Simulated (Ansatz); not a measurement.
The cell is COD entry 4303945, as deposited and not checked against the literature; nothing was relaxed.

An input for ZrN and the output that it gave: DFT, PBE, all-electron LAPW, scalar-relativistic (Ansatz 0.2.0).

Command: `ansatz run input.yaml --threads 1 --pin off --max-ram 3072MiB --backend cpu --events-out ev --progress --plain --runs-dir out` The run took 18 s on 1 thread of Arm Neoverse V2 (shared host), peak memory 0.3 GiB.

```yaml
crystal:
  lattice:
    - [0.0, 2.28423, 2.28423]
    - [2.28423, 0.0, 2.28423]
    - [2.28423, 2.28423, 0.0]
  atoms:
    - { symbol: Zr, position: [0.0, 0.0, 0.0] }
    - { symbol: "N", position: [0.5, 0.5, 0.5] }
kpoints:
  mp_grid: { grid: [9, 9, 9] }
  band_path:
    path:
      - [0.0, 0.0, 0.0]
      - [0.5, 0.0, 0.5]
      - [0.625, 0.25, 0.625]
      - [0.375, 0.375, 0.75]
      - [0.0, 0.0, 0.0]
      - [0.5, 0.5, 0.5]
      - [0.5, 0.25, 0.75]
      - [0.5, 0.0, 0.5]
    npoints: 14
scf:
  occupations: { method: fermi_dirac, width: 0.01 }
hamiltonian:
  xc: pbe
  pseudopotentials: { kind: all_electron, lapw: { basis_error: 0.00025 } }
output:
  forces: true
  stress: true
  eigenvalues: true
  fatbands: true
  populations: true
  dos: { projected: true, de: 0.2, e_range: [-14, 8] }
```

Output:

```
Zr: projections on atomic orbitals take those of the free atom 1s2 2s2 2p6 3s2 3p6 3d10 4s2 4p6 4d2 5s2, of charge +0.00 (hamiltonian.pseudopotentials.projection_atoms)
N: projections on atomic orbitals take those of the free atom 1s2 2s2 2p3, of charge +0.00 (hamiltonian.pseudopotentials.projection_atoms)
LAPW: plane waves up to 9.298 Å⁻¹, error target 2.5e-4 eV per atom; small_component_spin mean_spin; N in spheres of 1.057 Å, 7 of its electrons in bands, Dirac shells []; Zr in spheres of 1.228 Å, 30 of its electrons in bands, Dirac shells []
Engine: ansatz 0.2.0
Pseudopotentials: kind: all_electron
Pseudopotential: Zr, LAPW, valence charge 30, Koelling and Harmon's equation, gaussian nucleus
Pseudopotential: N, LAPW, valence charge 7, Koelling and Harmon's equation, gaussian nucleus
Functional definition: PBE
  parameter kappa = 0.804
  parameter beta = 0.06672455060314922
  exchange = pbe_x(kappa = kappa, mu = beta*pi^2/3)
  correlation = pbe_c(beta = beta)
Crystal: 2 atoms, lattice volume = 23.837 Å³
Basis set: ecut = 329.37684879256534 eV, 331 PW (Γ), exchange–correlation at level 2
Bands: 23, of which v1, the nominal top of the filled ones, is band 19 counted from 1 (18 counted from 0)
Symmetry: 48 space group operations
Space group: Fm-3m (ITA 225), of the structure as read, at distance tolerance 2.9e-5 Å
k-points: 35 of 729
Non-local potential: Zr, projectors of the file, none
Non-local potential: N, projectors of the file, none
Initial density: superposition of atomic densities (chi_scale 0.1, normalization cell, long waves kept (reshape's long-wave potential 0.00 eV rms))
Initial wavefunctions: plane waves of lowest kinetic energy (no species holds an atomic orbital)
Functional: x = pbe(κ = 0.804, μ = 0.2195149727645171), c = pbe(β = 0.06672455060314922)
iter 1 solved again at ethr=1.17e-2 eV; its pass at ethr=1.00e-1 eV (dr2=4.33e0 eV) is discarded
SCF iter   1: F=—  HF=-99422.736266 eV  |F-HF|=—  |Δ(HF+E_count)|=         —  Δρ=1.17e-1  dr2=4.32e0  ethr=1.17e-2  ⟨swp⟩=2.0  Hψ=5384  notcnv=0
preconditioner: auto → none  [insulator: Δε(μ)=0.116 eV  Ē_g=19.505 eV  σ=0.010 eV  W_gap=0.70  n_scr=14 (ndim 8)  ℏωp=29.5 eV  f_vac=0.000  D(μ)=1.46/eV (n_scr^D=14)  ε∞_Penn≈3.3]
SCF iter   2: F=—  HF=-99422.030592 eV  |F-HF|=—  |Δ(HF+E_count)|=   7.06e-1  Δρ=7.94e-2  dr2=1.84e0  ethr=1.17e-2  ⟨swp⟩=3.0  Hψ=2367  notcnv=0
iter 3 solved again at ethr=2.37e-4 eV; its pass at ethr=4.98e-3 eV (dr2=8.78e-2 eV) is discarded
SCF iter   3: F=—  HF=-99420.732526 eV  |F-HF|=—  |Δ(HF+E_count)|=    1.30e0  Δρ=1.67e-2  dr2=8.79e-2  ethr=2.37e-4  ⟨swp⟩=2.0  Hψ=4156  notcnv=0
SCF iter   4: F=—  HF=-99420.782192 eV  |F-HF|=—  |Δ(HF+E_count)|=         —  Δρ=2.19e-2  dr2=1.57e-1  ethr=2.37e-4  ⟨swp⟩=2.8  Hψ=2645  notcnv=0
the basis was enlarged: its passes take 272.4 KiB over the memory plan, 1 of 1 planned eigensolver slots
SCF iter   5: F=—  HF=-99420.723172 eV  |F-HF|=—  |Δ(HF+E_count)|=   5.90e-2  Δρ=7.27e-3  dr2=1.73e-2  ethr=2.37e-4  ⟨swp⟩=2.1  Hψ=2439  notcnv=0
SCF iter   6: F=—  HF=-99420.716525 eV  |F-HF|=—  |Δ(HF+E_count)|=   6.65e-3  Δρ=2.94e-4  dr2=2.65e-5  ethr=4.68e-5  ⟨swp⟩=2.0  Hψ=2562  notcnv=0
SCF iter   7: F=—  HF=-99420.716497 eV  |F-HF|=—  |Δ(HF+E_count)|=   2.82e-5  Δρ=6.39e-5  dr2=1.19e-6  ethr=7.16e-8  ⟨swp⟩=2.2  Hψ=2426  notcnv=0
SCF iter   8: F=-99420.716496 eV  HF=-99420.716496 eV  |F-HF|=2.33e-10  |Δ(HF+E_count)|=   4.59e-7  Δρ=2.74e-6  dr2=6.53e-10  ethr=3.22e-9  ⟨swp⟩=2.4  Hψ=2433  notcnv=0
SCF 1 converged in 8 iterations: F = -99420.716496 eV  dr2 = 6.53e-10
NSCF: frozen V_eff on 99 k-points
SCF converged after 8 iterations
Free energy (F): -99420.716496 eV
Harris-Foulkes:  -99420.716496 eV  (|F-HF|=2.33e-10)
Internal energy: -99420.715513 eV  (E = F + TS)
E sigma→0 (E₀):  -99420.716005 eV
Entropy (-TS):   -0.000983 eV (-0.492 meV/atom)
Fermi energy:    19.628024 eV
--- Per-component energies (eV) ---
  E_band       = -4719.373199
  E_kinetic    = 102640.946884
  E_xc         = -3300.630128
  E_electrostatic = -198761.032270  (all electrons and nuclei)
  E_smearing   = -0.000983  (= −TS)
  E_closure    = 0.000000  (closes the sum)
  E_atoms      = -99401.554055  (free atoms, spherical and without spin; not in F)
  Σ components = -99420.716496   (vs F -99420.716496, Δ=0.00e0)
  Basis errors (estimates in eV, not in F): energy 9.8e-5 per atom: plane waves 9.0e-5 (4.8e-5 summed), levels above the bands 1.3e-133, relativity 1.4e-8, radial functions 7.8e-6, core shells 2.6e-14; eigenvalues (radial functions only) 3.8e-7; not estimated: angular momenta, meshes, grids; target (lapw.basis_error) 2.5e-4; muffin-tin radii N 1.057 Å, Zr 1.228 Å
--- Forces (eV/Å), atoms counted from 1 ---
  atom   1  Zr    -0.00000000     0.00000000     0.00000000
  atom   2  N      0.00000000    -0.00000000     0.00000000
  max |Σ_I F_I| component: 6.11e-30 eV/Å
--- Stress (GPa, compression-positive) ---
        4.483736       0.000000      -0.000000
        0.000000       4.483736      -0.000000
       -0.000000      -0.000000       4.483736
  P = ⅓ Tr σ = 4.4837 GPa (44.837 kbar)
--- Band table (eV; the first three rows and the last of 35) ---
  k-point 0: bands = ["-379.6561", "-357.7067", "-292.5372", "-292.5372", "-292.5372", "-149.6984", "-149.6984", "-149.6954", "-149.6954", "-149.6954", "-29.8992", "-7.5116", "-7.5116", "-7.5116", "3.3250", "16.9776", "16.9776", "16.9776", "19.2505", "19.2505", "19.2505", "21.2608", "21.2608"]
  k-point 1: bands = ["-379.6561", "-357.7067", "-292.5372", "-292.5372", "-292.5372", "-149.6984", "-149.6984", "-149.6954", "-149.6954", "-149.6954", "-29.8820", "-7.6688", "-7.5231", "-7.5231", "3.5775", "16.0342", "16.3305", "16.3305", "19.5585", "19.6076", "19.6076", "22.1262", "22.1262"]
  k-point 2: bands = ["-379.6561", "-357.7067", "-292.5372", "-292.5372", "-292.5372", "-149.6984", "-149.6984", "-149.6954", "-149.6954", "-149.6954", "-29.8384", "-8.0449", "-7.5520", "-7.5520", "4.2174", "14.3918", "15.2601", "15.2601", "20.1071", "20.4756", "20.4756", "23.9407", "23.9407"]
  k-point 34: bands = ["-379.6561", "-357.7067", "-292.5372", "-292.5372", "-292.5372", "-149.6984", "-149.6984", "-149.6954", "-149.6954", "-149.6954", "-29.7059", "-8.2726", "-8.1181", "-7.8965", "4.5038", "14.0617", "14.8341", "14.9150", "20.1405", "21.3432", "24.1460", "24.4022", "25.8381"]
--- Löwdin populations: 2 sites ---
  site symbol       q [e]
     0     Zr     39.2090
     1      N      7.7346
  spilling = 0.001199 (of n_electrons = 47.000000)
```

Spin polarisation is left out, and whether a magnetic state lies lower isn't shown here.
